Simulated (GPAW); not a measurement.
The system is ZrC.

```xyz
2
Lattice="0.0000 2.5455 2.5455 2.5455 0.0000 2.5455 2.5455 2.5455 0.0000" Properties=species:S:1:pos:R:3 pbc="T T T"
Zr    2.5455    2.5455    2.5455
C     3.8183    3.8183    3.8183
```

The cell was built by a generator and needn't be a form met in nature.

| Item | Value |
| --- | --- |
| Program | GPAW 26.7.0 |
| Task | relaxation of cell and atoms |
| Functional | AM05 |
| Potentials or basis | PAW data sets generated in the run's folder for this functional |
| Cutoff | 800 eV |
| Basis | pw |
| k mesh | 8 × 8 × 8 |
| Occupations | fermi-dirac, width 0.05 eV |
| Spin | no spin polarisation |

At the start: pressure -4.8 GPa; volume 16.49 Å³/atom.

**Question.** Where does the relaxation end?

**Answer.** Over 3 steps the energy falls by 7.6 meV/atom and the volume is 15.95 Å³/atom (-3.3 %); space group F-43m (No. 216, to 0.05 Å).

The path:
```tsv
step	energy change (eV)	largest force (eV/Å)	pressure (GPa)	volume (Å³)
1	0.0000	0.0000	-4.76	32.99
2	-0.0084	0.0000	-3.31	32.64
3	-0.0153	0.0000	0.10	31.90
```

Final structure:
```yaml
crystal:
  lattice:
    - [0.00000, 2.51715, 2.51715]
    - [2.51715, 0.00000, 2.51715]
    - [2.51715, 2.51715, 0.00000]
  atoms:
    - { symbol: Zr, position: [0.50000, 0.50000, 0.50000] }
    - { symbol: C, position: [0.75000, 0.75000, 0.75000] }
```

Caveat: later steps reuse the first step's grids.
